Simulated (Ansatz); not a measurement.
Zincblende AlP was put through Ansatz (plane waves). The geometry is the r2SCAN minimum.

The cell:
```
Al P
1.0
     0.00000    2.73926    2.73926
     2.73926    0.00000    2.73926
     2.73926    2.73926    0.00000
Al P
1 1
Direct
  0.00000 0.00000 0.00000
  0.25000 0.25000 0.25000
```

Main lines of the log:
```
Pseudopotential: Al, paw, valence charge 3, recommended cutoff 420 eV
Pseudopotential: P, paw, valence charge 5, recommended cutoff 420 eV
Crystal: 2 atoms, lattice volume = 41.108 Å³
Basis set: ecut = 420 eV, 821 PW (Γ)
Bands: 8, of which v1, the nominal top of the filled ones, is band 4 counted from 1 (3 counted from 0)
Symmetry: 24 space group operations
Space group: F-43m (ITA 216)
k-points: 8 of 64 (time reversal used)
preconditioner: auto → none  [insulator: Δε(μ)=1.586 eV  ℏωp=16.4 eV]
SCF converged after 6 iterations
Free energy (F): -1294.346195 eV
Fermi energy:    4.985766 eV
--- Per-component energies (eV) ---
  E_band       = 4.598873
  E_kinetic    = 94.025968
  E_local      = -83.389333
  E_nonlocal   = 44.520394
  E_hartree    = 25.446124
  E_xc         = -101.576669
  E_vxc        = -90.106560
  E_paw        = -1036.892421
  E_vpaw       = -11.343879
  E_ewald      = -236.480259
--- Band table (eV; the first three rows and the last of 8) ---
  k-point 0: bands = [-6.4609, 4.9858, 4.9858, 4.9858, 8.2007, 9.5101, 9.5101, 9.5101]
  k-point 1: bands = [-5.8101, 1.8244, 4.5459, 4.5459, 8.2593, 10.0958, 10.0958, 11.8504]
  k-point 2: bands = [-4.8013, -0.5092, 4.2267, 4.2267, 7.7493, 9.7741, 9.7741, 13.2164]
  k-point 7: bands = [-4.0968, 0.0799, 1.8452, 2.1975, 9.2904, 10.8617, 11.1001, 11.3077]
--- G₀W₀: contour deformation, 6 samples at zero and on the imaginary axis and 2 off it, 64 q-points, 122 empty bands' worth ---
    ik  band        ε_KS         Σx   Σc(E_QP)       V_xc       Z   E_QP_lin       E_QP  E_QP is
     0     3      4.9858   -16.0053     1.5720   -13.8012  0.7614     4.3495     4.3536  root
     0     4      4.9858   -16.0053     1.5720   -13.8012  0.7614     4.3495     4.3536  root
     0     5      8.2007    -8.4224    -4.3658   -13.1039  0.7743     8.5176     8.5164  root
     0     6      9.5101    -6.2663    -4.4788   -11.0733  0.7673     9.8399     9.8383  root
     1     3      4.5459   -15.9046     1.6886   -13.5681  0.7588     3.8933     3.8980  root
     1     4      4.5459   -15.9046     1.6886   -13.5681  0.7588     3.8933     3.8980  root
     1     5      8.2593    -7.1931    -4.2501   -11.7355  0.7764     8.5526     8.5516  root
     1     6     10.0958    -5.9805    -4.6478   -10.9427  0.7613    10.4117    10.4101  root
     2     3      4.2267   -15.9897     1.8304   -13.4905  0.7561     3.5525     3.5579  root
     2     4      4.2267   -15.9897     1.8304   -13.4905  0.7561     3.5525     3.5579  root
     2     5      7.7493    -7.2835    -4.1058   -11.6624  0.7798     8.0232     8.0224  root
     2     6      9.7741    -5.4066    -4.5340   -10.2151  0.7684    10.0498    10.0486  root
     3     3      3.7074   -15.6075     1.9474   -12.9716  0.7528     3.0126     3.0190  root
     3     4      3.7074   -15.6075     1.9474   -12.9716  0.7528     3.0126     3.0190  root
     3     5      7.8290    -5.9049    -4.0585   -10.1520  0.7816     8.0180     8.0176  root
     3     6      9.0402    -5.8171    -4.3620   -10.3940  0.7745     9.2558     9.2551  root
     4     3      2.3443   -15.1543     2.3191   -12.1278  0.7380     1.6270     1.6370  root
     4     4      3.4491   -15.7021     2.0669   -12.9317  0.7499     2.7387     2.7457  root
     4     5      7.7631    -5.6205    -4.0484    -9.8206  0.7833     7.9152     7.9148  root
     4     6     10.2569    -6.2886    -4.5828   -11.1075  0.7602    10.4940    10.4931  root
     6     3      2.8986   -15.7125     2.3008   -12.6802  0.7435     2.1583     2.1671  root
     6     4      2.8986   -15.7125     2.3008   -12.6802  0.7435     2.1583     2.1671  root
     6     5      6.5633    -5.1710    -3.7863    -9.0096  0.7896     6.6157     6.6157  root
     6     6      7.4381    -6.0193    -3.9267   -10.1420  0.7855     7.6345     7.6341  root
```

The points are ik 0 = (0, 0, 0) (Γ), ik 1 = (0, 0, 1/4), ik 2 = (0, 0, -1/2) (L), ik 3 = (0, 1/4, 1/4), ik 4 = (0, 1/4, -1/2), ik 6 = (0, -1/2, -1/2) (X); band 4 is the last filled one.

Task: Reconstruct the input.

Result:
```yaml
crystal:
  # lattice and atoms as above
kpoints:
  mp_grid: { grid: [4, 4, 4] }
hamiltonian:
  xc: pbe
scf:
  occupations: { method: fixed }
gw:
  n_empty_bands: 122
  ecut_chi: 120
  qp_bands: [v2, c2]
  qp_kpoints: band_edges
  screening: { model: contour_deformation }
```
There is no exchange loop, so no exact exchange. The quasiparticle table needs the gw block. The lines shown narrow the functional down without fixing it; this is the one that was run. This is the file that was run; thresholds and some counts can't be read off the log exactly.

Run as `ansatz run input.yaml --threads 2 --pin off --max-ram 2211MiB --backend cpu --events-out ev --progress --plain --runs-dir out`.

The values are computed, spin-unpolarised, and not measurements.
